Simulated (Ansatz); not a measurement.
# Moving the Hubbard U on Cu d in CuO

It takes space group C2/c (No. 15, monoclinic). The conventional cell has a = 4.684 Å, b = 3.423 Å, c = 5.129 Å, α = 90.00°, β = 99.54°, γ = 90.00°. Cu (site symmetry -1) is surrounded by 4 O at 1.95 to 1.96 Å. O (site symmetry 2) has 4 Cu at 1.95 to 1.96 Å as nearest neighbours.

Kept alike: task band structure; functional PBEsol; k mesh 10 × 10 × 5; occupations fermi-dirac, width 0.05 eV; no spin polarisation. Program: Ansatz, Ansatz PAW, cutoff 420 eV. The mesh is that of the run's cell of 4 atoms. No spin-orbit coupling.

| run | pressure (GPa) |
| --- | --- |
| A | -1.39 |
| B | -1.88 |
| C | -0.26 |
| D | -2.32 |
| E | 1.79 |
| F | -0.85 |
| G | -2.72 |
| H | 0.37 |

Pressure is positive in compression, with a Pulay correction for the finite cutoff. U acts here on a shell without spin polarisation. For a metal such a mesh leaves the last digits unconverged. The measured crystal is an antiferromagnetic insulator; a metallic or parallel state is the runs' own. How U acts hangs on the program's projectors. All rows use potentials made for PBE. U is the effective U - J on orthogonalised atomic projectors. Double counting: fully localised limit (the default).

Question: The runs differ in the Hubbard U on Cu d alone: 0; 1; 2; 3; 4; 5; 6; 8 eV. Which run is which?

Answer: Run A is 3 eV; run B is 2 eV; run C is 5 eV; run D is 1 eV; run E is 8 eV; run F is 4 eV; run G is 0 eV; run H is 6 eV. The pressure rises from -2.72 to 1.79 GPa between 0 and 8 eV. U localises the shell and weakens its bonds, so the cell pushes outwards.
